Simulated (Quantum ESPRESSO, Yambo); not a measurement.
# BAs (F-43m): G0W0 with Yambo, start to end, part 3 of 3

How does a plane-wave GW calculation on BAs (F-43m) run from the first input to the gap?

Quantum ESPRESSO 7.5 and Yambo 5.3.0; PBE and many-body steps on it, plane waves. Known limits of the many-body steps: not at the basis limit; no spin-orbit coupling; coarse k mesh.

So far. Step 3 (Bands along the symmetry lines): The gap is 1.207 eV, as in the run before at this level. Step 4 (Empty states on the mesh, 4×4×4 mesh, 144 bands): On this mesh the gap is 1.451 eV. The earlier step found 1.207 eV, so this mesh misses an edge.

### Step 6. Screening and self-energy, 4×4×4 mesh, 144 bands, screening to 231.3 eV

Now the one-shot GW correction: screening in the RPA, then the self-energy of the levels asked for.

This step: G0W0 on PBE, plane waves, norm-conserving pseudopotentials.

Contents of gw1.in:

```
HF_and_locXC
gw0
dyson
ppa
em1d
rim_cut
RandQpts= 1000000
RandGvec= 1 RL
EXXRLvcs= 100 Ry
VXCRLvcs= 400 Ry
Chimod= "HARTREE"
% BndsRnXp
 1 | 144 |
%
NGsBlkXp= 17 Ry
% LongDrXp
 1 | 1 | 1 |
%
% GbndRnge
 1 | 144 |
%
DysSolver= "n"
ExtendOut
PPAPntXp= 27.21138 eV
% QPkrange
 1 | 1 | 12 | 15 |
 7 | 7 | 12 | 15 |
%
```

Run with:

```console
> OMP_NUM_THREADS=1 mpirun -n 4 yambo -F gw1.in -J gw1 -C gw1 > gw1.log
```

The log of the run:

```text
 Yambo, version 5.3.0

 [02] CORE Variables Setup
 =========================

  [... cell, symmetries and grids as in the set-up ...]

  [02.05] Energies & Occupations
  ==============================

  [X] === General ===
  [X] Electronic Temperature                        :  0.000000  0.000000 [eV K]
  [X] Bosonic    Temperature                        :  0.000000  0.000000 [eV K]
  [X] Finite Temperature mode                       : no
  [X] El. density                                   :  0.95404E+24 [cm-3]
  [X] Fermi Level                                   :  12.16515 [eV]

  [X] === Gaps and Widths ===
  [X] Conduction Band Min                           :  1.450685 [eV]
  [X] Valence Band Max                              :  0.000000 [eV]
  [X] Filled Bands                                  :  13
  [X] Empty Bands                                   :   14  144
  [X] Direct Gap                                    :  3.288876 [eV]
  [X] Direct Gap localized at k                     :  1
  [X] Indirect Gap                                  :  1.450685 [eV]
  [X] Indirect Gap between kpts                     :   1   7
  [X] Last valence band width                       :  5.185469 [eV]
  [X] 1st conduction band width                     :  3.822368 [eV]

 [03] Transferred momenta grid and indexing
 ==========================================

 IBZ Q-points                                      :   8
 BZ  Q-points                                      :   64

 K/Q-points units:
 rlu = crystal or reduced units; cc = cartesian coordinates; iku = interal k-units

 Q [1]          [rlu]:  0.000000  0.000000  0.000000
 Q [2]          [rlu]:  0.31652E-17  0.31652E-17  0.25000
 Q [3]          [rlu]: -0.63303E-17 -0.63303E-17 -0.50000
 Q [4]          [rlu]: -0.18488E-16  0.25000      0.25000
 Q [5]          [rlu]: -0.34720E-18  0.25000      0.50000
 Q [6]          [rlu]: -0.63303E-17  0.25000     -0.25000
 Q [7]          [rlu]:  0.36976E-16 -0.50000     -0.50000
 Q [8]          [rlu]:  0.250000 -0.500000 -0.250000

 [04] Coloumb potential Random Integration (RIM)
 ===============================================

  [04.01] RIM initialization
  ==========================

  * Diagonal components only detected *

  8 x (sBL volume)        :  0.168596 [a.u.]
  sBZ random points       :  1000000
  Points outside the sBZ  :   7996195
  RL volume               :  1.348768 [a.u.]
  Integrated volume       :  1.349410 [a.u.]

  [04.02] RIM integrals
  =====================

  Gamma point sphere radius             :  0.100207 [a.u.]
  Points outside the sphere             :   799659
  [Int_sBZ(q=0) 1/q^2]*(Vol_sBZ)^(-1/3) =:  7.764404
                                 should be <:  7.795600

  Summary of Coulomb integrals for non-metallic bands |Q|[au] RIM/Bare

  Q [1] 0.100000E-4 0.995998 * Q [2] 0.301388 1.064955
  Q [4] 0.348013 1.063169 * Q [6] 0.492165 1.026119
  Q [5] 0.577115 1.019126 * Q [3] 0.602777 1.017184
  Q [7] 0.696026 1.014132 * Q [8] 0.778181 1.011034

 [05] Dipoles
 ============

  [05.01] Setup: observables and procedures
  =========================================

 [06] Dynamic Dielectric Matrix (PPA)
 ====================================

 [WR./gw1//ndb.pp]---------------------------------------------------------------
  Brillouin Zone Q/K grids (IBZ/BZ)                :    8   64    8   64
  RL vectors                                       :   3839 [WF]
  Coulomb cutoff potential                         : none
  Electronic Temperature                           :  0.000000 [K]
  Bosonic    Temperature                           :  0.000000 [K]
  PPA    diel. fun.  energies                      : Perdew, Burke & Ernzerhof(X)+Perdew, Burke & Ernzerhof(C)
  wavefunctions                                    : Perdew, Burke & Ernzerhof(X)+Perdew, Burke & Ernzerhof(C)
  Global Gauge                                     : length
  X matrix size                                    :  259
  X band range                                     :    1  144
  X e/h energy range                               : -1.000000 -1.000000 [eV]
  X Time ordering                                  : R
  X Hxc Kernel                                     : HARTREE
  X Drude frequency                                :  0.000000  0.000000
  X poles                                          :  100.0000 [o/o]
  RL vectors in the sum                            :   3839
  [r,Vnl] included                                 : yes
  Field direction                                  :  0.577350E-5  0.577350E-5  0.577350E-5
  BZ energy Double Grid                            : no
  BZ energy DbGd points                            : 0
  BZ Q point size factor                           : -1.000000
  X Optical Averaged directions                    : none

 [07] Local Exchange-Correlation + Non-Local Fock
 ================================================

 [VXC] Plane waves :  24933
 [EXS] Plane waves :  3143

 QP @ state[ 1 ] K range:  1  1
 QP @ state[ 1 ] b range:  12  15
 QP @ state[ 2 ] K range:   7   7
 QP @ state[ 2 ] b range:  12  15

 [xc] Functional : Perdew, Burke & Ernzerhof(X)+Perdew, Burke & Ernzerhof(C)
 [xc] LIBXC used to calculate xc functional
  PP Number of Atomic Species                      :  2
  NLCC RL compoments                               :  24933
  PP Number of Atomic Species                      :  2
  NLCC RL compoments                               :  24933

 [xc] E_xc :  -25.06070 [Ha]
      E_xc :  -50.12139 [Ry]

  Local XC kind (lXC) : Perdew, Burke & Ernzerhof(X)+Perdew, Burke & Ernzerhof(C)
  Non-Local XC kind (nlXC) : Hartree-Fock

  Corrections @ K [1] :  [eV]
 <12|nlXC|12> = -15.63438 -0.89100E-17 <12|lXC|12> = -14.20356 -0.47226E-16
 <13|nlXC|13> = -15.63439 -0.58100E-17 <13|lXC|13> = -14.20356 -0.18882E-15
 <14|nlXC|14> = -8.291882  0.38065E-17 <14|lXC|14> = -13.05304 -0.18881E-15
 <15|nlXC|15> = -8.292053  0.16400E-17 <15|lXC|15> = -13.05304 -0.82011E-21

  Corrections @ K [7] :  [eV]
 <12|nlXC|12> = -16.18415  0.17432E-16 <12|lXC|12> = -13.09065 -0.70806E-16
 <13|nlXC|13> = -16.18409  0.12733E-16 <13|lXC|13> = -13.09065 -0.70790E-16
 <14|nlXC|14> = -6.915559 -0.24453E-17 <14|lXC|14> = -11.15101 -0.23596E-16
 <15|nlXC|15> = -7.013744  0.77169E-17 <15|lXC|15> = -11.35416 -0.81963E-16

 [08] Dyson equation: Newton solver
 ==================================

  [08.01] G0W0 (W PPA)
  ====================

  [  GW  ] Bands range     :    1  144
  [GW/PPA] G damping       :  0.100000 [eV]

  QP @ state[ 1 ] K range:  1  1
  QP @ state[ 1 ] b range:  12  15
  QP @ state[ 2 ] K range:   7   7
  QP @ state[ 2 ] b range:  12  15

   Sc/G bands                                       :    1  144
   Sc/G damping                                     :  0.100000 ev
   Sc bands terminator                              : no
   Sx RL components                                 :  3143

   QP @ state[ 1 ] K range                          :  1  1
   QP @ state[ 1 ] b range                          :  12  15
   QP @ state[ 2 ] K range                          :   7   7
   QP @ state[ 2 ] b range                          :  12  15
   GF energies kind                                 : Perdew, Burke & Ernzerhof(X)+Perdew, Burke & Ernzerhof(C)
   GF WF`s kind                                     : Perdew, Burke & Ernzerhof(X)+Perdew, Burke & Ernzerhof(C)
   Xs energies kind                                 : Perdew, Burke & Ernzerhof(X)+Perdew, Burke & Ernzerhof(C)
   Xs WF`s kind                                     : Perdew, Burke & Ernzerhof(X)+Perdew, Burke & Ernzerhof(C)

 [11] Game Over & Game summary
```

Run time: 1.8 min. Hardware: 4 MPI ranks of Arm Neoverse V1, shared host; peak memory 1.4 GiB.

Numbers from this step:

* G0W0 gap on the points computed: 1.988 eV
* starting gap on the mesh: 1.451 eV
* k of the valence top: 0, 0, 0
* k of the conduction bottom: 0, -0.5, -0.5
* least direct G0W0 gap on the computed points: 4.134 eV
* Z at the valence top: 0.8054
* Z at the conduction bottom: 0.8156

The gap on the mesh goes from 1.45 eV to 1.99 eV, a correction of +0.54 eV. The start differs from the 1.21 eV found before because the two sample other k points.

Limits: finite bands, cutoff and mesh; no spin-orbit coupling; coarse k mesh. v1 is the top filled band, c1 the lowest empty one. The levels before and after the correction (eV, zero at the valence-band top of each column):

|  | conduction bottom | valence top |
| --- | --- | --- |
| Kohn-Sham | 1.45 | 0.00 |
| G0W0 | 1.99 | 0.00 |

|  | level | energy (eV) |
| --- | --- | --- |
| Kohn-Sham | Γ v2-v1 | 0.000 |
| Kohn-Sham | Γ c1-c2 | 3.289 |
| Kohn-Sham | (0 -0.5 -0.5) v2-v1 | -4.074 |
| Kohn-Sham | (0 -0.5 -0.5) c1 | 1.451 |
| Kohn-Sham | (0 -0.5 -0.5) c2 | 1.459 |
| G0W0 | Γ v2-v1 | 0.000 |
| G0W0 | Γ c1-c2 | 4.134 |
| G0W0 | (0 -0.5 -0.5) v2-v1 | -4.298 |
| G0W0 | (0 -0.5 -0.5) c1 | 1.988 |
| G0W0 | (0 -0.5 -0.5) c2 | 2.076 |

### Step 7. Where the time went

Times are wall times on the hardware named with each run, good to a factor of about two.

```
                          step     time  share  memory (GiB)
                  ground state     11 s    8 %          0.25
bands along the symmetry lines    4.1 s    3 %          0.22
      empty states on the mesh    8.8 s    7 %          0.35
         conversion and set-up    2.5 s    2 %          0.24
     screening and self-energy  1.8 min   81 %           1.4
```

### Step 8. Results

```json
{
 "PBE gap": "1.21 eV, indirect",
 "G0W0 gap on the mesh": "1.99 eV",
 "G0W0 gap over the zone (rigid shift)": "1.74 eV",
 "GW settings": "4×4×4 mesh, 144 bands, screening to 231.3 eV, Godby-Needs plasmon pole",
 "known limits": "not at the basis limit; no spin-orbit coupling; coarse k mesh"
}
```

G0W0 moves the gap on the mesh from 1.45 eV to 1.99 eV (+0.54 eV), with Z of 0.81 and 0.82 at the edges. The mesh misses the band edges by 0.24 eV in all; a rigid shift gives 1.74 eV for the zone. Only 2 of the mesh's irreducible points were corrected, so a valley elsewhere could overtake. The dearest step here is «screening and self-energy». Against experiment, by G0W0@PBE: the gap of 1.74 eV lies −0.08 eV from the measured 1.82 eV (indirect, 300 K, 2019); the direct gap of 4.13 eV lies +0.01 eV from the measured 4.12 eV (direct, 300 K, 2019); the gap of 1.74 eV lies −0.28 eV from the measured 2.02 eV (indirect, 300 K, 2019). An exciton line or allowed optical edge lies below the quasiparticle gap by the binding energy; a forbidden edge can push the onset above it. The calculation has static nuclei and no excitons; a measured gap holds zero-point and thermal motion, which mostly lowers it. Bands and cutoff are finite, so the gap is not at the basis limit. The miss can reach some tenths of an eV and take either sign; the mesh is an error of its own. In the G0W0 run levels were corrected at 2 k points alone, so a gap called «on the mesh» is the least over those, and an edge elsewhere would be missed. A denser mesh or path gives a starting gap of 1.21 eV: the GW mesh misses a band edge, so its gaps are not the fundamental one. The 4×4×4 mesh is coarse for this cell, which bears on the long-range parts of exchange and screening. The many-body steps are scalar-relativistic: spin-orbit coupling is not in them.

[Paths, hosts, dates, memory and timing lines, banners, echoed tables and standing remarks are left out of the program output.]

[Logs are printed without paths, hosts, clocks, repeated set-up lines and the standing remarks that a program may print on its own settings, such as how far it seeks lower states.]

[Runs of the session that timed out or met a known fault of the program may be left out.]

[Hosts, paths, dates, database ids (printed as entryN), source tags and the programs' standing remarks are cut or masked in the printed files.]
